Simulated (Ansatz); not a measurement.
# Ir(111) / 3 layers Zn(0001) / Ir(111): resistance against film thickness, part 2 of 3

Wanted: interface resistance and thickness dependence for Ir(111) / 3 layers Zn(0001) / Ir(111).

Ansatz 0.2.0; Ansatz plane-wave DFT, LDA, PAW files; ballistic transport by layer matching (Landauer), zero bias.

So far. Step 2 (With 3 layers): The lead's potential steps by 19 meV from period to period, small in itself. The program estimates the junction's conductance to 6.6 % from the k-mesh, 0.1 % from the leads' distance from neutral and 14 % from their steps.

**3. With 5 layers, film layers 5**

The stack now holds 5 film layers; the k-mesh follows the cell, and the energies span -0.27 to 0.27 eV.

System of this step: Ir(111) / 5 layers Zn(0001) / Ir(111). The cell holds 13 atoms: 8 Ir and 5 Zn. Cell: a = 2.715 Å, b = 2.715 Å, c = 29.648 Å, α = 90.0°, β = 90.0°, γ = 120.0°. It derives from Ir and Zn. Regions: lead, 8 atoms (8 Ir); films, 5 atoms (5 Zn). The structure is stacked along c, and the current runs across the ab planes.

The input, input.yaml:

```yaml
crystal:
  lattice:
    - [2.7148657757, 0.0, 0.0]
    - [-1.3574328878, 2.3511427296, 0.0]
    - [0.0, 0.0, 29.648265712]
  atoms:
    - { symbol: Ir, position: [0.0, 0.0, 0.0373829391] }
    - { symbol: Ir, position: [0.3333333333, 0.6666666667, 0.1121488173] }
    - { symbol: Ir, position: [0.6666666667, 0.3333333333, 0.1869146955] }
    - { symbol: Ir, position: [0.0, 0.0, 0.2616805738] }
    - { symbol: Zn, position: [0.3333333333, 0.6666666667, 0.3392508103] }
    - { symbol: Zn, position: [0.6666666667, 0.3333333333, 0.4196254051] }
    - { symbol: Zn, position: [0.3333333333, 0.6666666667, 0.5] }
    - { symbol: Zn, position: [0.6666666667, 0.3333333333, 0.5803745949] }
    - { symbol: Zn, position: [0.3333333333, 0.6666666667, 0.6607491897] }
    - { symbol: Ir, position: [0.6666666667, 0.3333333333, 0.7383194262] }
    - { symbol: Ir, position: [0.0, 0.0, 0.8130853045] }
    - { symbol: Ir, position: [0.3333333333, 0.6666666667, 0.8878511827] }
    - { symbol: Ir, position: [0.6666666667, 0.3333333333, 0.9626170609] }
kpoints:
  mp_grid: { grid: [16, 16, 1] }
hamiltonian:
  xc: lda
scf:
  occupations: { method: fermi_dirac, width: 0.1 }
output:
  transmission:
    leads: [[0, 1]]
    kmesh: [30, 30]
    e_range: [-0.27, 0.27]
    de: 0.036
  write_potential: true
  write_density: true
  volumetric_format: npy
```

On the command line:

```bash
ansatz run input.yaml --threads 4 --pin off --max-ram 8192MiB --backend cpu --events-out ev --progress --plain --runs-dir out
```

Numbers of over 12 decimals in the logs are rounded to 6 here.

Output:

```text
[...]
Crystal: 13 atoms, lattice volume = 189.246 Å³
Basis set: ecut = 420 eV, 3717 PW (Γ)
Bands: 118, of which v1, the nominal top of the filled ones, is band 98 counted from 1 (97 counted from 0)
Symmetry: 6 space group operations
[...]
k-points: 30 of 256 (time reversal used)
[...]
--- Transmission ---
  basis      : 55 plane waves across, 47 finite elements along
  points     : 91, standing for a mesh of 30 x 30
[...]
filled         : 4.5 meV under the level at which it is neutral
    channels       : 1.595556e0 a spin
[...]
slowest decay  : 0.0773 /Å at (0.4000, 0.1667)
  junction   : crystal 0 to crystal 0, 0.70 to 28.13 Å
    transmission   : 6.171712e-1 a spin
[...]
resistance     : 8.0793e-4 Ω µm² beyond half of each lead's own
[key lines of the parts left out:]
SCF converged after 11 iterations
Free energy (F): -109538.187744 eV
Fermi energy:    19.468415 eV
```

Run time: 73 s. Hardware: 4 threads of Arm Neoverse V1, shared host; peak memory 1 GiB.

This step gave:

```
free energy                                                                : -109538.1877 eV
energy at zero smearing                                                    : -109538.0344 eV
Fermi energy                                                               : 19.47 eV
step of the lead's potential                                               : 18.2 meV
conductance of the junction                                                : 7.56e14 S/m²
junction conductance per cell                                              : 0.6224 G₀
estimated errors of the junction's conductance                             : 0, 0.6, 7.2, 12.2, 0 % (energy step, band edges, k-mesh, leads' steps, distance from neutral)
area resistance that the stack adds (contact term taken off, spin by spin) : 0.8079 fΩ m²
```

Per spin. Transmission, zone mean against energy, zero at the Fermi level:

```
energy (eV)  transmission, zone mean
     -0.270                    0.560
     -0.234                    0.563
     -0.198                    0.564
     -0.162                    0.564
     -0.126                    0.591
     -0.090                    0.601
     -0.054                    0.633
     -0.018                    0.625
      0.018                    0.617
      0.054                    0.618
      0.090                    0.637
      0.126                    0.626
      0.162                    0.644
      0.198                    0.632
      0.234                    0.632
      0.270                    0.636
```

The conductance of the junction is 7.6e14 S/m², 5.1 % under the 8.0e14 S/m² of the last finished run, within the error estimates, leads' steps apart, of 6.6 and 7.2 %. The estimate from the leads' steps, 12 %, is larger still.

**4. With 6 layers, film layers 6**

The stack now holds 6 film layers; the k-mesh follows the cell, and the energies span -0.27 to 0.27 eV.

System of this step: Ir(111) / 6 layers Zn(0001) / Ir(111). The cell holds 14 atoms: 8 Ir and 6 Zn. Its edges and angles: a = 2.715 Å, b = 2.715 Å, c = 32.070 Å, α = 92.4°, β = 87.6°, γ = 120.0°. It derives from Ir and Zn. Regions: lead, 8 atoms (8 Ir); films, 6 atoms (6 Zn). The structure is stacked along c, and the current runs across the ab planes.

The input, input.yaml:

```yaml
crystal:
  lattice:
    - [2.7148657757, 0.0, 0.0]
    - [-1.3574328878, 2.3511427296, 0.0]
    - [1.3574328878, -0.7837142432, 32.0312330567]
  atoms:
    - { symbol: Ir, position: [0.9884660563, 0.0115339437, 0.034601831] }
    - { symbol: Ir, position: [0.2987315024, 0.7012684976, 0.1038054929] }
    - { symbol: Ir, position: [0.6089969484, 0.3910030516, 0.1730091548] }
    - { symbol: Ir, position: [0.9192623944, 0.0807376056, 0.2422128167] }
    - { symbol: Zn, position: [0.2286625979, 0.7713374021, 0.3140122064] }
    - { symbol: Zn, position: [0.5371975587, 0.4628024413, 0.3884073239] }
    - { symbol: Zn, position: [0.1790658529, 0.8209341471, 0.4628024413] }
    - { symbol: Zn, position: [0.4876008138, 0.5123991862, 0.5371975587] }
    - { symbol: Zn, position: [0.129469108, 0.870530892, 0.6115926761] }
    - { symbol: Zn, position: [0.4380040688, 0.5619959312, 0.6859877936] }
    - { symbol: Ir, position: [0.7474042722, 0.2525957278, 0.7577871833] }
    - { symbol: Ir, position: [0.0576697183, 0.9423302817, 0.8269908452] }
    - { symbol: Ir, position: [0.3679351643, 0.6320648357, 0.8961945071] }
    - { symbol: Ir, position: [0.6782006103, 0.3217993897, 0.965398169] }
kpoints:
  mp_grid: { grid: [16, 16, 1] }
hamiltonian:
  xc: lda
scf:
  occupations: { method: fermi_dirac, width: 0.1 }
output:
  transmission:
    leads: [[0, 1]]
    kmesh: [30, 30]
    e_range: [-0.27, 0.27]
    de: 0.036
  write_potential: true
  write_density: true
  volumetric_format: npy
```

Output:

```text
[...]
--- Transmission ---
  basis      : 55 plane waves across, 50 finite elements along
  points     : 241, standing for a mesh of 30 x 30
[...]
filled         : 8.3 meV under the level at which it is neutral
    channels       : 1.588889e0 a spin
[...]
slowest decay  : 0.0184 /Å at (0.3333, 0.3333)
  junction   : crystal 0 to crystal 0, 0.70 to 30.51 Å
    transmission   : 5.774186e-1 a spin
[...]
resistance     : 9.0815e-4 Ω µm² beyond half of each lead's own
[key lines of the parts left out:]
SCF converged after 11 iterations
Free energy (F): -112784.363912 eV
Fermi energy:    18.808789 eV
```

Run time: 2.8 min. Hardware: 4 threads; peak memory 1.6 GiB; 10 min of CPU time.

Numbers from this step:

* free energy: -112784.3639 eV
* energy at zero smearing: -112784.2055 eV
* Fermi energy: 18.81 eV
* step of the lead's potential: 16.6 meV
* lead conductance per cell: 1.596 G₀
* conductance of the junction: 7.02e14 S/m²
* junction conductance per cell: 0.5784 G₀
* estimated errors of the junction's conductance: 0.1, 0.1, 5.5, 12.3, 0.3 % (energy step, band edges, k-mesh, leads' steps, distance from neutral)
* area resistance that the stack adds (contact term taken off, spin by spin): 0.9082 fΩ m²

Per spin. Table of transmission, zone mean by energy, zero at the Fermi level:

```
energy (eV)  transmission, zone mean
     -0.270                    0.520
     -0.234                    0.522
     -0.198                    0.533
     -0.162                    0.548
     -0.126                    0.586
     -0.090                    0.578
     -0.054                    0.579
     -0.018                    0.566
      0.018                    0.577
      0.054                    0.593
      0.090                    0.610
      0.126                    0.647
      0.162                    0.636
      0.198                    0.620
      0.234                    0.599
      0.270                    0.614
```

The conductance of the junction is 7.0e14 S/m², 7.1 % under the 7.6e14 S/m² of the last finished run, within the error estimates, leads' steps apart, of 7.2 and 5.5 %. The estimate from the leads' steps, 12 %, is larger still.

**5. With 8 layers, film layers 8**

The stack now holds 8 film layers; the k-mesh follows the cell, and the energies span -0.27 to 0.27 eV.

System of this step: Ir(111) / 8 layers Zn(0001) / Ir(111). The cell holds 16 atoms: 8 Ir and 8 Zn. Its edges and angles: a = 2.715 Å, b = 2.715 Å, c = 36.831 Å, α = 92.1°, β = 87.9°, γ = 120.0°. It derives from Ir and Zn. Regions: lead, 8 atoms (8 Ir); films, 8 atoms (8 Zn). The structure is stacked along c, and the current runs across the ab planes.

The input, input.yaml:

```yaml
crystal:
  lattice:
    - [2.7148657757, 0.0, 0.0]
    - [-1.3574328878, 2.3511427296, 0.0]
    - [1.3574328878, -0.7837142432, 36.7971677463]
  atoms:
    - { symbol: Ir, position: [0.9899599219, 0.0100400781, 0.0301202342] }
    - { symbol: Ir, position: [0.3032130991, 0.6967869009, 0.0903607027] }
    - { symbol: Ir, position: [0.6164662763, 0.3835337237, 0.1506011712] }
    - { symbol: Ir, position: [0.9297194534, 0.0702805466, 0.2108416397] }
    - { symbol: Zn, position: [0.2422194534, 0.7577805466, 0.2733416397] }
    - { symbol: Zn, position: [0.5539662763, 0.4460337237, 0.3381011712] }
    - { symbol: Zn, position: [0.1990464324, 0.8009535676, 0.4028607027] }
    - { symbol: Zn, position: [0.5107932553, 0.4892067447, 0.4676202342] }
    - { symbol: Zn, position: [0.1558734114, 0.8441265886, 0.5323797658] }
    - { symbol: Zn, position: [0.4676202342, 0.5323797658, 0.5971392973] }
    - { symbol: Zn, position: [0.1127003904, 0.8872996096, 0.6618988288] }
    - { symbol: Zn, position: [0.4244472132, 0.5755527868, 0.7266583603] }
    - { symbol: Ir, position: [0.7369472132, 0.2630527868, 0.7891583603] }
    - { symbol: Ir, position: [0.0502003904, 0.9497996096, 0.8493988288] }
    - { symbol: Ir, position: [0.3634535676, 0.6365464324, 0.9096392973] }
    - { symbol: Ir, position: [0.6767067447, 0.3232932553, 0.9698797658] }
kpoints:
  mp_grid: { grid: [16, 16, 1] }
hamiltonian:
  xc: lda
scf:
  occupations: { method: fermi_dirac, width: 0.1 }
output:
  transmission:
    leads: [[0, 1]]
    kmesh: [30, 30]
    e_range: [-0.27, 0.27]
    de: 0.036
  write_potential: true
  write_density: true
  volumetric_format: npy
```

Output:

```text
[...]
Crystal: 16 atoms, lattice volume = 234.878 Å³
Basis set: ecut = 420 eV, 4647 PW (Γ)
Bands: 140, of which v1, the nominal top of the filled ones, is band 116 counted from 1 (115 counted from 0)
Symmetry: 4 space group operations
k-points: 73 of 256
[...]
--- Transmission ---
  basis      : 55 plane waves across, 56 finite elements along
  points     : 241, standing for a mesh of 30 x 30
[...]
filled         : 9.1 meV under the level at which it is neutral
    channels       : 1.588889e0 a spin
[...]
slowest decay  : 0.0206 /Å at (0.3333, 0.3333)
  junction   : crystal 0 to crystal 0, 0.70 to 35.28 Å
    transmission   : 5.336835e-1 a spin
[...]
resistance     : 1.0184e-3 Ω µm² beyond half of each lead's own
[key lines of the parts left out:]
SCF converged after 11 iterations
Free energy (F): -119276.764415 eV
Fermi energy:    17.763937 eV
```

Run time: 3.3 min. Hardware: 4 threads; peak memory 2 GiB.

Numbers from this step:

| Property | Result |
| --- | --- |
| free energy | -119276.7644 eV |
| energy at zero smearing | -119276.5990 eV |
| Fermi energy | 17.76 eV |
| step of the lead's potential | 15.8 meV |
| conductance of the junction | 6.52e14 S/m² |
| junction conductance per cell | 0.5369 G₀ |
| estimated errors of the junction's conductance | 0.1, 0.1, 5.8, 30.4, 0.2 % (energy step, band edges, k-mesh, leads' steps, distance from neutral) |
| area resistance that the stack adds (contact term taken off, spin by spin) | 1.018 fΩ m² |

Per spin. Transmission, zone mean against energy, zero at the Fermi level:

```csv
energy (eV),"transmission, zone mean"
-0.270,0.443
-0.234,0.461
-0.198,0.474
-0.162,0.480
-0.126,0.507
-0.090,0.534
-0.054,0.539
-0.018,0.531
0.018,0.534
0.054,0.541
0.090,0.572
0.126,0.582
0.162,0.609
0.198,0.575
0.234,0.539
0.270,0.541
```

The conductance of the junction is 6.5e14 S/m², 7.2 % under the 7.0e14 S/m² of the last finished run, no more than the error estimates, leads' steps apart, of 5.5 and 5.8 % together. The estimate from the leads' steps, 30 %, is larger still.

**6. With 10 layers, film layers 10**

The stack now holds 10 film layers; the k-mesh follows the cell, and the energies span -0.27 to 0.27 eV.

System of this step: Ir(111) / 10 layers Zn(0001) / Ir(111). The cell holds 18 atoms: 8 Ir and 10 Zn. Its edges and angles: a = 2.715 Å, b = 2.715 Å, c = 41.593 Å, α = 91.9°, β = 88.1°, γ = 120.0°. It derives from Ir and Zn. Regions: lead, 8 atoms (8 Ir); films, 10 atoms (10 Zn). The structure is stacked along c, and the current runs across the ab planes.

The input, input.yaml:

```yaml
crystal:
  lattice:
    - [2.7148657757, 0.0, 0.0]
    - [-1.3574328878, 2.3511427296, 0.0]
    - [1.3574328878, -0.7837142432, 41.5631024358]
  atoms:
    - { symbol: Ir, position: [0.991111192, 0.008888808, 0.026666424] }
    - { symbol: Ir, position: [0.3066669093, 0.6933330907, 0.079999272] }
    - { symbol: Ir, position: [0.6222226267, 0.3777773733, 0.1333321199] }
    - { symbol: Ir, position: [0.937778344, 0.062221656, 0.1866649679] }
    - { symbol: Zn, position: [0.2526672491, 0.7473327509, 0.2419982527] }
    - { symbol: Zn, position: [0.5668893419, 0.4331106581, 0.2993319743] }
    - { symbol: Zn, position: [0.214444768, 0.785555232, 0.3566656959] }
    - { symbol: Zn, position: [0.5286668608, 0.4713331392, 0.4139994176] }
    - { symbol: Zn, position: [0.1762222869, 0.8237777131, 0.4713331392] }
    - { symbol: Zn, position: [0.4904443797, 0.5095556203, 0.5286668608] }
    - { symbol: Zn, position: [0.1379998059, 0.8620001941, 0.5860005824] }
    - { symbol: Zn, position: [0.4522218986, 0.5477781014, 0.6433343041] }
    - { symbol: Zn, position: [0.0997773248, 0.9002226752, 0.7006680257] }
    - { symbol: Zn, position: [0.4139994176, 0.5860005824, 0.7580017473] }
    - { symbol: Ir, position: [0.7288883226, 0.2711116774, 0.8133350321] }
    - { symbol: Ir, position: [0.04444404, 0.95555596, 0.8666678801] }
    - { symbol: Ir, position: [0.3599997573, 0.6400002427, 0.920000728] }
    - { symbol: Ir, position: [0.6755554747, 0.3244445253, 0.973333576] }
kpoints:
  mp_grid: { grid: [16, 16, 1] }
hamiltonian:
  xc: lda
scf:
  occupations: { method: fermi_dirac, width: 0.1 }
output:
  transmission:
    leads: [[0, 1]]
    kmesh: [30, 30]
    e_range: [-0.27, 0.27]
    de: 0.036
  write_potential: true
  write_density: true
  volumetric_format: npy
```

Output:

```text
[...]
Crystal: 18 atoms, lattice volume = 265.299 Å³
Basis set: ecut = 420 eV, 5233 PW (Γ)
Bands: 154, of which v1, the nominal top of the filled ones, is band 128 counted from 1 (127 counted from 0)
Symmetry: 4 space group operations
k-points: 73 of 256
[...]
--- Transmission ---
  basis      : 55 plane waves across, 62 finite elements along
  points     : 241, standing for a mesh of 30 x 30
[...]
filled         : 8.6 meV under the level at which it is neutral
    channels       : 1.588889e0 a spin
[...]
slowest decay  : 0.0193 /Å at (0.3333, 0.3333)
  junction   : crystal 0 to crystal 0, 0.70 to 40.04 Å
    transmission   : 5.509875e-1 a spin
[...]
resistance     : 1.0018e-3 Ω µm² beyond half of each lead's own
[key lines of the parts left out:]
SCF converged after 12 iterations
Free energy (F): -125769.156749 eV
Fermi energy:    16.957898 eV
```

Elapsed: 4 min, on 4 threads; peak memory 2.4 GiB.

This step gave:

| Item | Value |
| --- | --- |
| free energy | -125769.1567 eV |
| energy at zero smearing | -125768.9823 eV |
| Fermi energy | 16.96 eV |
| step of the lead's potential | 16.2 meV |
| conductance of the junction | 6.59e14 S/m² |
| junction conductance per cell | 0.5427 G₀ |
| estimated errors of the junction's conductance | 0.1, 0.2, 5.8, 13.1, 0.3 % (energy step, band edges, k-mesh, leads' steps, distance from neutral) |
| area resistance that the stack adds (contact term taken off, spin by spin) | 1.002 fΩ m² |

Per spin. Table of transmission, zone mean by energy, zero at the Fermi level:

```csv
energy (eV),"transmission, zone mean"
-0.270,0.458
-0.234,0.472
-0.198,0.480
-0.162,0.493
-0.126,0.527
-0.090,0.536
-0.054,0.536
-0.018,0.532
0.018,0.551
0.054,0.540
0.090,0.570
0.126,0.563
0.162,0.564
0.198,0.528
0.234,0.509
0.270,0.497
```

The conductance of the junction is 6.6e14 S/m², 1.1 % over the 6.5e14 S/m² of the last finished run, within the error estimates, leads' steps apart, of 5.8 and 5.8 %. The estimate from the leads' steps, 13 %, is larger still.

**7. All levels side by side**

Times are for 4 threads of Arm Neoverse V1, shared host. The series side by side:

| no. | film layers | area resistance that the stack adds (contact term taken off, spin by spin) (fΩ m²) | conductance of the junction (S/m²) | time | memory (GiB) |
| --- | --- | --- | --- | --- | --- |
| 1 | 3 | 0.7403 | 7.96e14 | 1.9 min | 0.79 |
| 2 | 5 | 0.8079 | 7.56e14 | 73 s | 1.0 |
| 3 | 6 | 0.9082 | 7.02e14 | 2.8 min | 1.6 |
| 4 | 8 | 1.018 | 6.52e14 | 3.3 min | 2.0 |
| 5 | 10 | 1.002 | 6.59e14 | 4 min | 2.4 |

[end of part 2 of 3]

[Logs are printed without paths, hosts, clocks, repeated set-up lines and the standing remarks that a program may print on its own settings, such as how far it seeks lower states.]

[Hosts, paths, dates, database ids (printed as entryN), source tags and the programs' standing remarks are cut or masked in the printed files.]
